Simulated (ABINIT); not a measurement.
Runs of ABINIT 10.8.3 (patched build) on Bi. Symmetry: R-3m, No. 166, trigonal system. The conventional cell has a = 4.535 Å, b = 4.535 Å, c = 11.814 Å, α = 90.00°, β = 90.00°, γ = 120.00°. Bi (site symmetry 3m) is surrounded by 6 Bi at 3.06 to 3.52 Å. 

```tsv
task	level	potentials or basis	cell	k mesh	cutoff (eV)	cell freedom (optcell)	cutoff smearing ecutsm (Ha)	optimiser (ionmov)	force stop (Ha/bohr)	fine-grid cutoff	gap on the mesh (eV)	pressure (GPa)	relaxed volume (Å³/atom)	largest force (eV/Å)
relaxation of cell and atoms	r2SCAN	JTH PAW PBE v2.0	relaxed	6 × 6 × 6	707	2	0.5	22	5e-05	1306.15 eV	none	-	36.82	-
band structure	PBEsol	JTH PAW PBE v2.0	as given	7 × 7 × 7	599	-	-	-	-	1197.3 eV	-	-0.3	-	0.14
band structure	PW91	JTH PAW PBE v2.0	as given	7 × 7 × 7	707	-	-	-	-	1306.15 eV	-	1.5	-	(b)
relaxation of cell and atoms	PBEsol	JTH PAW PBE v2.0	relaxed	7 × 7 × 7	599	2	0.5	22	0.0005	1197.3 eV	0.24	0.1	34.27	-
band structure	revPBE	JTH PAW PBE v2.0	as given	7 × 7 × 7	707	-	-	-	-	1306.15 eV	0.27	2.6	-	0.23
single point	r2SCAN	JTH PAW PBE v2.0	as given	7 × 7 × 7	707	-	-	-	-	1306.15 eV	0.29	-	-	0.04
band structure	WC	JTH PAW PBE v2.0	as given	7 × 7 × 7	707	-	-	-	-	1306.15 eV	-	-0.7	-	0.16
single point	PBEsol	PseudoDojo NC SR PBEsol v0.4.1 standard	as given	7 × 7 × 7	898	-	-	-	-	-	(c)	-0.3	-	0.15
band structure	SCAN	JTH PAW PBE v2.0	as given	7 × 7 × 7	707	-	-	-	-	1306.15 eV	0.37	-	-	(a)
relaxation of cell and atoms	PBEsol	JTH PAW PBE v2.0	relaxed	7 × 7 × 7	599	2	0.5	2	0.0002	1197.3 eV	0.24	0.0	34.35	-
band structure	PBE	JTH PAW PBE v2.0	as given	7 × 7 × 7	599	-	-	-	-	1197.3 eV	-	2.1	-	0.21
```

Alike in all rows: no spin polarisation; smearing fermi-dirac 0.05 eV.

Problem. Fill in the values left out.

Solution. (a) 0.06; (b) 0.20; (c) 0.26.

Caveats: the PAW data sets were made with another functional, which shifts forces and pressure a little (some runs); spin-orbit coupling is left out, which as a rule narrows the gap of such compounds by several tenths of an eV (some runs); spin-orbit coupling is left out, which moves the levels of the heavy elements (some runs); an odd mesh through Γ misses points on the zone boundary, where band edges often lie (some runs); the mesh misses the band edges, which the band path finds closer together (some runs).

A k mesh can miss the band edges, and the runs leave out spin-orbit coupling on Bi.

A gap of «none» marks a metal or a gap under the smearing width.

Not every run made on this cell is shown here.
